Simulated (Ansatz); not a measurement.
**NaI: stiffness from strained cells, part 1 of 2**

Aim: the elastic tensor from the stress of slightly strained cells, and the moduli that follow. Runs: reference run (LAPW and crystal datasets); ions clamped (LAPW); at 5 GPa (LAPW). Companion runs by PAW are cited.

Computed with Ansatz 0.2.0 (DFT LDA, all-electron LAPW and all-electron PAW on datasets made for the crystal («crystal datasets»), scalar-relativistic unless said, unless a step's input says otherwise).

## Step 1: The system as given

It takes space group Fm-3m (No. 225, cubic). The conventional cell has a = 6.262 Å, b = 6.262 Å, c = 6.262 Å, α = 90.00°, β = 90.00°, γ = 90.00°. Around Na (site symmetry m-3m) lie 6 I at 3.13 Å. Around I (site symmetry m-3m) lie 6 Na at 3.13 Å.

Structure file:

```cif
data_structure
_symmetry_space_group_name_H-M 'Fm-3m'
_symmetry_Int_Tables_number 225
_cell_length_a 6.2622
_cell_length_b 6.2622
_cell_length_c 6.2622
_cell_angle_alpha 90.000
_cell_angle_beta 90.000
_cell_angle_gamma 90.000
_cell_volume 245.57
loop_
_atom_site_label
_atom_site_type_symbol
_atom_site_symmetry_multiplicity
_atom_site_Wyckoff_symbol
_atom_site_fract_x
_atom_site_fract_y
_atom_site_fract_z
_atom_site_occupancy
Na1 Na 4 a 0.00000 0.00000 0.00000 1
I1 I 4 b 0.50000 0.00000 0.00000 1
```

Cartesian axes are those of the input's lattice vectors. The structure goes back to a database entry.

## Step 2: Reference run, LAPW

The input, input.yaml:

```yaml
crystal:
  lattice:
    - [0.0, 3.13108973125, 3.13108973125]
    - [3.13108973125, 0.0, 3.13108973125]
    - [3.13108973125, 3.13108973125, 0.0]
  atoms:
    - { symbol: Na, position: [0.0, 0.0, 0.0] }
    - { symbol: I, position: [0.5, 0.5, 0.5] }
kpoints:
  mp_grid: { grid: [6, 6, 6] }
scf:
  occupations: { method: fixed }
hamiltonian:
  xc: lda
  pseudopotentials: { kind: all_electron, lapw: { basis_error: 0.001 } }
elastic:
  mode: relaxed_ion
  stencil: two_point
  amplitude: 0.005
```

The run is started by

```
> ansatz run input.yaml --threads 1 --pin off --max-ram 2560MiB --backend cpu --events-out ev --progress --plain --runs-dir out
```

Standard output (excerpt; [...] marks lines left out):

```text
LAPW: plane waves up to 6.473 Å⁻¹, error target 1.0e-3 eV per atom; small_component_spin mean_spin; Na in spheres of 1.419 Å, 9 of its electrons in bands, Dirac shells []; I in spheres of 1.618 Å, 25 of its electrons in bands, Dirac shells [] (how accurate: [...]
Pseudopotentials: kind: all_electron
Pseudopotential: Na, LAPW, valence charge 9, lapw/all_electron/scalar/gaussian/Na, Koelling and Harmon's equation, gaussian nucleus
Pseudopotential: I, LAPW, valence charge 25, lapw/all_electron/scalar/gaussian/I, Koelling and Harmon's equation, gaussian nucleus
Functional definition: SPW92
[...]
davidson cushion auto → on  (no smearing: the cushion is to keep the highest requested band from converging to the state above it; pin scf.eigensolver.cushion to override)
Crystal: 2 atoms, lattice volume = 61.393 Å³
Basis set: ecut = 159.62208356686904 eV, 283 PW (Γ), exchange–correlation at level 2
Bands: 21, of which v1, the nominal top of the filled ones, is band 17 counted from 1 (16 counted from 0)
Symmetry: 48 space group operations
Space group: Fm-3m (ITA 225), of the structure as read, at distance tolerance 3.9e-5 Å
k-points: 16 of 216
[...]
SCF iter   1: F=—  HF=-197887.935480 eV  |F-HF|=—  |Δ(HF+E_count)|=         —  Δρ=1.03e-2  dr2=1.60e-1  ethr=4.70e-4  ⟨swp⟩=2.8  Hψ=2164  notcnv=0
[...]
  reference stress σ⁰ (GPa):      0.014      0.014      0.014      0.000     -0.000      0.000
  no Pulay correction (none for the plane-wave cutoff is built on LAPW): the batch's stresses and constants are at fixed plane waves
  C* (energy form; C + prestress term) asymmetry max|C*_kj − C*_jk| = 1.776e-15 GPa — a small one proves nothing (zero by symmetry where the batch's group is 432, −43m or m−3m); a large one is finite-difference/SCF noise where every solve meets its electron count
  moduli (Voigt/Reuss/Hill, GPa): K = 20.71/20.71/20.71   G = 11.66/9.90/10.78   E = 27.56   ν = 0.278
  mechanically stable: yes (min eigenvalue of sym C = 7.66 GPa)
  where every solve meets its electron count the energy-path curvature estimates C_jj along a normal strain and C_jj − ¼(σ⁰_aa + σ⁰_bb) along a shear (ab), closely only under elastic.basis: deformed
  strain η (Voigt 11):  stress-route row diagonal C_11 = 44.25 GPa, energy-path curvature d²(F+E_count)/dδ²/Ω₀ = 44.23 GPa
         δ    σ_11 (GPa)             F (eV)   n_scf  n_hpsi   n_pw
    -5.000e-3      -0.2142     -197887.8727338       8   20799    295   relax 0 steps, max|allowed force component| 7.77e-31 eV/Å
     5.000e-3       0.2282     -197887.8726885       8   20783    295   relax 0 steps, max|allowed force component| 3.61e-31 eV/Å
  strain η (Voigt 23):  stress-route row diagonal C_44 = 7.66 GPa, energy-path curvature d²(F+E_count)/dδ²/Ω₀ = 7.65 GPa
         δ    σ_23 (GPa)             F (eV)   n_scf  n_hpsi   n_pw
    -5.000e-3      -0.0383     -197887.8728863       7   29348    295   relax 0 steps, max|allowed force component| 9.92e-31 eV/Å
     5.000e-3       0.0383     -197887.8728863       7   29347    295   relax 0 steps, max|allowed force component| 1.97e-31 eV/Å
```

Run time: 18 s. Hardware: 1 thread of Arm Neoverse V2, shared host; peak memory 0.29 GiB.

C in GPa (Voigt order xx, yy, zz, yz, xz, xy):

```
44.2  8.9  8.9  0.0  0.0  0.0
 8.9 44.2  8.9  0.0  0.0  0.0
 8.9  8.9 44.2  0.0  0.0  0.0
 0.0  0.0  0.0  7.7  0.0  0.0
 0.0  0.0  0.0  0.0  7.7  0.0
 0.0  0.0  0.0  0.0  0.0  7.7
```

## Step 3: Reference run, crystal datasets

input.yaml: that of step 2 with these lines changed.

```diff
@@ -14,3 +14,3 @@
   xc: lda
-  pseudopotentials: { kind: all_electron, lapw: { basis_error: 0.001 } }
+  pseudopotentials: { kind: all_electron, datasets: crystal }
 elastic:
```

The run is started by

```
> ansatz run input.yaml --threads 1 --pin off --max-ram 2560MiB --backend cpu --events-out ev --progress --plain --runs-dir out
```

Standard output (excerpt; [...] marks lines left out):

```text
[...]
[... 1 set-up line as earlier in the session ...]
Pseudopotential: Na, paw, valence charge 9, recommended cutoff 260 eV (normal), crystal/all_electron/lda/scalar/gaussian/Na, Koelling and Harmon's equation, gaussian nucleus
Pseudopotential: I, paw, valence charge 17, recommended cutoff 260 eV (normal), crystal/all_electron/lda/scalar/gaussian/I, Koelling and Harmon's equation, gaussian nucleus
[... 1 set-up line as earlier in the session ...]
[...]
davidson cushion auto → on  (no smearing: the cushion is to keep the highest requested band from converging to the state above it; pin scf.eigensolver.cushion to override)
Crystal: 2 atoms, lattice volume = 61.393 Å³
Basis set: ecut = 260 eV, 561 PW (Γ)
Bands: 17, of which v1, the nominal top of the filled ones, is band 13 counted from 1 (12 counted from 0)
[... 1 set-up line as earlier in the session ...]
[...]
  where every solve meets its electron count the energy-path curvature estimates C_jj along a normal strain and C_jj − ¼(σ⁰_aa + σ⁰_bb) along a shear (ab), closely only under elastic.basis: deformed
  strain η (Voigt 11):  stress-route row diagonal C_11 = 44.18 GPa, energy-path curvature d²(F+E_count)/dδ²/Ω₀ = 44.13 GPa
         δ    σ_11 (GPa)             F (eV)   n_scf  n_hpsi   n_pw
    -5.000e-3      -0.2109     -197887.8733174      10   18545    589   relax 0 steps, max|allowed force component| 3.50e-30 eV/Å
     5.000e-3       0.2309     -197887.8732604       8   15825    600   relax 0 steps, max|allowed force component| 7.90e-31 eV/Å
  strain η (Voigt 23):  stress-route row diagonal C_44 = 7.62 GPa, energy-path curvature d²(F+E_count)/dδ²/Ω₀ = 7.57 GPa
         δ    σ_23 (GPa)             F (eV)   n_scf  n_hpsi   n_pw
    -5.000e-3      -0.0381     -197887.8734640       9   26025    592   relax 0 steps, max|allowed force component| 8.46e-30 eV/Å
     5.000e-3       0.0381     -197887.8734640       6   19973    592   relax 0 steps, max|allowed force component| 5.32e-30 eV/Å
```

It took 20 s on 1 thread of Arm Neoverse V2, shared host; peak memory 0.39 GiB.

C in GPa (Voigt order xx, yy, zz, yz, xz, xy):

```
44.2  9.0  9.0  0.0  0.0  0.0
 9.0 44.2  9.0  0.0  0.0  0.0
 9.0  9.0 44.2  0.0  0.0  0.0
 0.0  0.0  0.0  7.6  0.0  0.0
 0.0  0.0  0.0  0.0  7.6  0.0
 0.0  0.0  0.0  0.0  0.0  7.6
```

## Step 4: Ions clamped, LAPW

input.yaml: that of step 3 with these lines changed.

```diff
@@ -14,5 +14,5 @@
   xc: lda
-  pseudopotentials: { kind: all_electron, datasets: crystal }
+  pseudopotentials: { kind: all_electron, lapw: { basis_error: 0.001 } }
 elastic:
-  mode: relaxed_ion
+  mode: clamped_ion
   stencil: two_point
```

The run is started by

```
> ansatz run input.yaml --threads 1 --pin off --max-ram 2560MiB --backend cpu --events-out ev --progress --plain --runs-dir out
```

Standard output (excerpt; [...] marks lines left out):

```text
LAPW: plane waves up to 6.473 Å⁻¹, error target 1.0e-3 eV per atom; small_component_spin mean_spin; Na in spheres of 1.419 Å, 9 of its electrons in bands, Dirac shells []; I in spheres of 1.618 Å, 25 of its electrons in bands, Dirac shells [] (how accurate: [...]
[... 4 set-up lines as earlier in the session ...]
[...]
davidson cushion auto → on  (no smearing: the cushion is to keep the highest requested band from converging to the state above it; pin scf.eigensolver.cushion to override)
Crystal: 2 atoms, lattice volume = 61.393 Å³
[...]
  moduli (Voigt/Reuss/Hill, GPa): K = 20.71/20.71/20.71   G = 11.66/9.90/10.78   E = 27.56   ν = 0.278
  mechanically stable: yes (min eigenvalue of sym C = 7.66 GPa)
  where every solve meets its electron count the energy-path curvature estimates C_jj along a normal strain and C_jj − ¼(σ⁰_aa + σ⁰_bb) along a shear (ab), closely only under elastic.basis: deformed
  strain η (Voigt 11):  stress-route row diagonal C_11 = 44.25 GPa, energy-path curvature d²(F+E_count)/dδ²/Ω₀ = 44.23 GPa
         δ    σ_11 (GPa)             F (eV)   n_scf  n_hpsi   n_pw
    -5.000e-3      -0.2142     -197887.8727338       8   20799    295
     5.000e-3       0.2282     -197887.8726885       8   20783    295
  strain η (Voigt 23):  stress-route row diagonal C_44 = 7.66 GPa, energy-path curvature d²(F+E_count)/dδ²/Ω₀ = 7.65 GPa
         δ    σ_23 (GPa)             F (eV)   n_scf  n_hpsi   n_pw
    -5.000e-3      -0.0383     -197887.8728863       7   29348    295
     5.000e-3       0.0383     -197887.8728863       7   29347    295
```

Run time: 18 s. Hardware: 1 thread of Arm Neoverse V2, shared host; peak memory 0.3 GiB.

C in GPa (Voigt order xx, yy, zz, yz, xz, xy):

```
44.2  8.9  8.9  0.0  0.0  0.0
 8.9 44.2  8.9  0.0  0.0  0.0
 8.9  8.9 44.2  0.0  0.0  0.0
 0.0  0.0  0.0  7.7  0.0  0.0
 0.0  0.0  0.0  0.0  7.7  0.0
 0.0  0.0  0.0  0.0  0.0  7.7
```

(Continued in part 2 of 2.)
